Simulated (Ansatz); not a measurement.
**Run record: Fe**

The cell (1 atom) is Fe as a measured crystal structure (space group Im-3m). Source: COD entry 9006588, which need not be the ambient phase.

All numbers below come from DFT, PBE, PAW, plane waves, scalar-relativistic in Ansatz.

Input file:

```yaml
crystal:
  lattice:
    - [-1.4329, 1.4329, 1.4329]
    - [1.4329, -1.4329, 1.4329]
    - [1.4329, 1.4329, -1.4329]
  atoms:
    - { symbol: Fe, position: [0.0, 0.0, 0.0], spin: 4.0 }
magnetization:
  spin_polarized: true
hamiltonian:
  xc: pbe
  pseudopotentials: { kind: paw }
basis:
  ecutwfc: 420
kpoints:
  mp_grid: { grid: [12, 12, 12] }
scf:
  occupations: { method: fermi_dirac, width: 0.1 }
  lower_state_search: "off"
  algorithm: density_mixing
  max_iter: 100
  mixing: { algorithm: anderson, ndim: 2, beta: 0.2, preconditioner: none }
output:
  forces: true
  stress: true
```

Launched as:
```sh
ansatz run input.yaml --threads 2 --pin off --max-ram 5120MiB --backend cpu --events-out ev --progress --plain --runs-dir out
```

Output (shortened):

```
Pseudopotentials: kind: paw
Pseudopotential: Fe, paw, valence charge 16, recommended cutoff 420 eV (normal), Fe.paw.azcp
Functional definition: PBE
Crystal: 1 atoms, lattice volume = 11.768 Å³
Basis set: ecut = 420 eV, 225 PW (Γ), exchange–correlation on 36×36×36 points (8 copies of the dense FFT grid, shifted against one another)
Bands: 14, of which v1, the nominal top of the filled ones, is band 8 counted from 1 (7 counted from 0)
Symmetry: 48 space group operations
Space group: Im-3m (ITA 229), of the structure as read, at distance tolerance 2.3e-5 Å
Magnetic group: BNS 229.140 (UNI 1642), of the structure as read, at distance tolerance 2.3e-5 Å
k-points: 72 of 1728
Non-local potential: Fe, projectors of the file, l = 0: 3, l = 1: 2, l = 2: 3, l = 3: 1
Initial density: superposition of atomic densities (chi_scale 0.1, normalization cell)
Starting moments: Σ|m| = 4 μB on 1 of 1 site
Initial wavefunctions: pseudopotential atomic-orbital guess
Functional: x = pbe(κ = 0.804, μ = 0.2195149727645171), c = pbe(β = 0.06672455060314922)
iter 1 solved again at ethr=1.31e-3 eV; its pass at ethr=3.10e-3 eV (dr2=2.10e-1 eV) is discarded
SCF iter   1: F=—  HF=-4480.178340 eV  |F-HF|=—  |Δ(HF+E_count)|=         —  Δρ=1.14e-1 (↑1.14e-1 ↓7.34e-2)  dr2=2.10e-1  dr2_m=9.20e-1  M=2.777 μB ∫|m|=2.841 μB  β_m=0.65  ethr=1.31e-3  ⟨swp⟩=1.0  Hψ=12631  notcnv=0
Mixer restart at iter 1: flushing history
spin-set hold released at iteration 1 (the charge has settled, or the pull on large starting moments outlasts its swing): the magnetisation degrees of freedom join the quasi-Newton model from the next iteration; the mixer history was flushed
SCF iter   2: F=—  HF=-4480.300642 eV  |F-HF|=—  |Δ(HF+E_count)|=   1.22e-1  Δρ=4.50e-2 (↑4.50e-2 ↓3.20e-2)  dr2=2.90e-2  dr2_m=1.52e-1  M=2.661 μB ∫|m|=2.779 μB  β_m=0.80  ethr=1.31e-3  ⟨swp⟩=2.4  Hψ=3123  notcnv=0  κ⁻¹=1.0e0(r=1)
SCF iter   3: F=—  HF=-4480.340635 eV  |F-HF|=—  |Δ(HF+E_count)|=   4.00e-2  Δρ=9.68e-3 (↑9.68e-3 ↓8.51e-3)  dr2=3.05e-3  dr2_m=5.74e-3  M=2.517 μB ∫|m|=2.695 μB  β_m=0.80  ethr=1.81e-4  ⟨swp⟩=2.1  Hψ=2978  notcnv=0  defer=1  κ⁻¹=1.0e0(r=1)
SCF iter   4: F=—  HF=-4480.380471 eV  |F-HF|=—  |Δ(HF+E_count)|=   3.98e-2  Δρ=6.87e-3 (↑6.87e-3 ↓5.26e-3)  dr2=2.24e-3  dr2_m=1.97e-3  M=2.463 μB ∫|m|=2.648 μB  β_m=0.80  ethr=1.91e-5  ⟨swp⟩=2.5  Hψ=3227  notcnv=0  defer=1  κ⁻¹=1.0e0(r=1)
SCF iter   5: F=—  HF=-4480.432452 eV  |F-HF|=—  |Δ(HF+E_count)|=   5.20e-2  Δρ=5.86e-3 (↑5.86e-3 ↓3.86e-3)  dr2=1.02e-3  dr2_m=1.86e-3  M=2.400 μB ∫|m|=2.574 μB  β_m=0.80  ethr=1.40e-5  ⟨swp⟩=2.4  Hψ=3444  notcnv=0  defer=1  κ⁻¹=1.0e0(r=1)
SCF iter   6: F=—  HF=-4480.482726 eV  |F-HF|=—  |Δ(HF+E_count)|=   5.03e-2  Δρ=2.76e-3 (↑2.76e-3 ↓2.63e-3)  dr2=9.79e-5  dr2_m=7.26e-4  M=2.307 μB ∫|m|=2.455 μB  β_m=0.80  ethr=6.39e-6  ⟨swp⟩=2.0  Hψ=3998  notcnv=0  defer=4  κ⁻¹=1.0e0(r=1)
SCF iter   7: F=—  HF=-4480.490938 eV  |F-HF|=—  |Δ(HF+E_count)|=   8.21e-3  Δρ=1.96e-3 (↑1.10e-3 ↓1.96e-3)  dr2=2.62e-4  dr2_m=1.24e-4  M=2.278 μB ∫|m|=2.415 μB  β_m=0.80  ethr=6.12e-7  ⟨swp⟩=2.0  Hψ=3489  notcnv=0  defer=4  κ⁻¹=1.0e0(r=1)
SCF iter   8: F=—  HF=-4480.491516 eV  |F-HF|=—  |Δ(HF+E_count)|=   5.77e-4  Δρ=1.61e-3 (↑9.19e-4 ↓1.61e-3)  dr2=1.77e-4  dr2_m=8.42e-5  M=2.274 μB ∫|m|=2.409 μB  β_m=0.80  ethr=6.12e-7  ⟨swp⟩=2.5  Hψ=3098  notcnv=0  defer=4  κ⁻¹=1.0e0(r=1)
[... 4 iterations left out ...]
SCF iter  13: F=—  HF=-4480.493750 eV  |F-HF|=—  |Δ(HF+E_count)|=   2.34e-4  Δρ=1.07e-4 (↑6.94e-5 ↓1.07e-4)  dr2=5.68e-7  dr2_m=6.65e-7  M=2.240 μB ∫|m|=2.368 μB  β_m=0.80  ethr=8.79e-9  ⟨swp⟩=2.5  Hψ=3457  notcnv=0  defer=4  κ⁻¹=1.0e0(r=1)
SCF iter  14: F=—  HF=-4480.493754 eV  |F-HF|=—  |Δ(HF+E_count)|=   3.88e-6  Δρ=5.07e-5 (↑4.45e-5 ↓5.07e-5)  dr2=4.54e-7  dr2_m=2.34e-8  M=2.238 μB ∫|m|=2.367 μB  β_m=0.80  ethr=3.55e-9  ⟨swp⟩=2.0  Hψ=3119  notcnv=0  defer=4  κ⁻¹=1.0e0(r=1)
SCF iter  15: F=—  HF=-4480.493754 eV  |F-HF|=—  |Δ(HF+E_count)|=   3.17e-7  Δρ=4.29e-5 (↑4.29e-5 ↓3.26e-5)  dr2=2.83e-7  dr2_m=8.65e-9  M=2.238 μB ∫|m|=2.366 μB  β_m=0.80  ethr=2.84e-9  ⟨swp⟩=1.5  Hψ=2314  notcnv=0  defer=4  κ⁻¹=1.0e0(r=1)
SCF iter  16: F=—  HF=-4480.493753 eV  |F-HF|=—  |Δ(HF+E_count)|=   3.75e-7  Δρ=3.65e-5 (↑3.65e-5 ↓2.09e-5)  dr2=1.19e-7  dr2_m=2.97e-8  M=2.237 μB ∫|m|=2.366 μB  β_m=0.80  ethr=1.77e-9  ⟨swp⟩=1.5  Hψ=2379  notcnv=0  defer=4  κ⁻¹=1.0e0(r=1)
SCF iter  17: F=—  HF=-4480.493753 eV  |F-HF|=—  |Δ(HF+E_count)|=   2.62e-7  Δρ=2.64e-5 (↑2.64e-5 ↓1.55e-5)  dr2=2.31e-8  dr2_m=3.69e-8  M=2.237 μB ∫|m|=2.366 μB  β_m=0.80  ethr=6.25e-10  ⟨swp⟩=3.2  Hψ=4947  notcnv=0  κ⁻¹=1.0e0(r=1)
SCF iter  18: F=—  HF=-4480.493753 eV  |F-HF|=—  |Δ(HF+E_count)|=   1.25e-7  Δρ=2.05e-5 (↑2.05e-5 ↓1.50e-5)  dr2=9.05e-9  dr2_m=2.98e-8  M=2.237 μB ∫|m|=2.366 μB  β_m=0.80  ethr=1.44e-10  ⟨swp⟩=3.0  Hψ=4687  notcnv=0  κ⁻¹=1.0e0(r=1)
SCF iter  19: F=—  HF=-4480.493753 eV  |F-HF|=—  |Δ(HF+E_count)|=   2.62e-7  Δρ=1.59e-5 (↑1.59e-5 ↓1.47e-5)  dr2=6.11e-9  dr2_m=2.20e-8  M=2.237 μB ∫|m|=2.366 μB  β_m=0.80  ethr=5.66e-11  ⟨swp⟩=3.0  Hψ=4842  notcnv=0  κ⁻¹=1.0e0(r=1)
SCF iter  20: F=—  HF=-4480.493754 eV  |F-HF|=—  |Δ(HF+E_count)|=   2.95e-7  Δρ=1.32e-5 (↑1.15e-5 ↓1.32e-5)  dr2=5.46e-9  dr2_m=1.34e-8  M=2.238 μB ∫|m|=2.366 μB  β_m=0.80  ethr=3.82e-11  ⟨swp⟩=3.0  Hψ=4888  notcnv=0  κ⁻¹=1.0e0(r=1)
SCF iter  21: F=—  HF=-4480.493754 eV  |F-HF|=—  |Δ(HF+E_count)|=   2.76e-7  Δρ=1.01e-5 (↑6.85e-6 ↓1.01e-5)  dr2=5.51e-9  dr2_m=4.03e-9  M=2.238 μB ∫|m|=2.366 μB  β_m=0.80  ethr=3.41e-11  ⟨swp⟩=3.1  Hψ=4936  notcnv=0  κ⁻¹=1.0e0(r=1)
SCF iter  22: F=-4480.493754 eV  HF=-4480.493754 eV  |F-HF|=1.53e-8  |Δ(HF+E_count)|=   8.14e-8  Δρ=7.11e-6 (↑5.09e-6 ↓7.11e-6)  dr2=4.41e-9  dr2_m=7.65e-10  M=2.238 μB ∫|m|=2.367 μB  ethr=3.41e-11  ⟨swp⟩=3.0  Hψ=4871  notcnv=0
SCF 1 converged in 22 iterations: F = -4480.493754 eV  dr2 = 4.41e-9
  greatest PAW one-centre occupation: 1.001 electrons in one spin orbital (limit 2), on the Fe atom at site 0 (counted from 0), in its partial waves of l = 1
this state was not tested for a lower state beside it, because the mixer in use, unlike msr1, does not test its closes by its own steps (another_mixer; see scf.mixing.algorithm and scf.lower_state_search)
SCF converged after 22 iterations
Magnetization: 2.2380 μB (9.1190 up, 6.8810 down)
Absolute magnetization: 2.3666 μB (∫|ρ↑−ρ↓|, with the PAW one-centre terms)
Spin contamination: 0.0418 ħ² per cell (⟨S²⟩ above its minimum at these occupations)
Per-site moments (μB) at R_I (Å): [(2.2925, 1.0237)]
Free energy (F): -4480.493754 eV
Harris-Foulkes:  -4480.493754 eV  (|F-HF|=1.53e-8)
Internal energy: -4480.463266 eV  (E = F + TS)
E sigma→0 (E₀):  -4480.478510 eV
Entropy (-TS):   -0.030488 eV (-30.488 meV/atom)
Fermi energy:    17.759808 eV
--- Per-component energies (eV) ---
  E_band       = -223.087001
  E_kinetic    = 349.436620
  E_local      = -2107.443771  (includes V_loc(G=0)·N_el)
  E_nonlocal   = 218.926589
  E_hartree    = 883.205743
  E_xc         = -117.523654
  E_vxc        = -151.307573  (∫ρ·V_xc dr)
  E_paw        = -1366.473067  (= ΣΔE_a)
  E_vpaw       = -299.114188  (= ΣTr[D̂ρ^β])
  E_aug_tail   = 0.000762  (compensation charges beyond the density's cutoff)
  E_ewald      = -2340.592487
  E_smearing   = -0.030488  (= −TS)
  E_closure    = 0.000000  (closes the sum)
  Σ components = -4480.493754   (vs F -4480.493754, Δ=0.00e0)
--- Forces (eV/Å), atoms counted from 1 ---
  atom   1  Fe    -0.00000000     0.00000000    -0.00000000
  max |Σ_I F_I| component: 1.31e-31 eV/Å
--- Stress (GPa, compression-positive) ---
       -5.931208      -0.000000       0.000000
       -0.000000      -5.931208      -0.000000
        0.000000       0.000000      -5.931208
  P = ⅓ Tr σ = -5.9312 GPa (-59.312 kbar)
```

With one magnetic atom in the cell its copies can only be parallel; orders in a larger cell may lie lower. Only one magnetic start was run, with no search, so the state need not be the lowest.

The run took 1.6 s on 2 threads of Arm Neoverse V2 (shared host), peak memory 0.25 GiB.
